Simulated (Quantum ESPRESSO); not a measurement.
## La2O3: zone-centre phonons under several settings

```
CELL_PARAMETERS angstrom
3.93078 0.00000 0.00000
-1.96539 3.40415 0.00000
0.00000 0.00000 6.11195
ATOMIC_POSITIONS crystal
La 0.33333 0.66667 0.24624
La 0.66667 0.33333 0.75376
O 0.00000 0.00000 0.00000
O 0.33333 0.66667 0.64589
O 0.66667 0.33333 0.35411
```

The cell is a database's computed one.

All runs used Quantum ESPRESSO 7.5; potentials GBRV 1.5 PBE; k mesh 4 × 4 × 2, shifted; no spin polarisation; cutoff 612 eV; occupations smeared at first, fixed for the response.

```tsv
level	geometry	volume (Å³/atom)	pressure (GPa)	lowest optical mode without the field (cm⁻¹)	highest optical mode without the field (cm⁻¹)	sum of the Born charges (e)
PBE	relaxed at -3 GPa	17.17	-3.0	93	415	0.00
PBE	relaxed at 0 GPa	16.67	0.0	98	427	0.00
PBE	relaxed at 3 GPa	16.23	3.0	103	437	0.01
PBE	relaxed at 8 GPa	?	8.0	?	?	?
PBE	relaxed at 15 GPa	14.86	15.1	119	468	0.07
```

Q: What stands in the row left open?

A: Volume 15.60 Å³/atom; lowest optical mode without the field 110 cm⁻¹; highest optical mode without the field 452 cm⁻¹; sum of the Born charges 0.03 e.

Caveats: all runs use coarse meshes; the cell is more than 3 GPa from zero pressure, which shifts response properties (some runs).

For the row left open. Caveat: the k mesh is coarse (spacing up to 0.51 Å⁻¹), so the values aren't converged; the mesh is thin for the dielectric tensor, Born charges and intensities, which usually come out too large; the cell is more than 3 GPa from zero pressure, which shifts response properties.
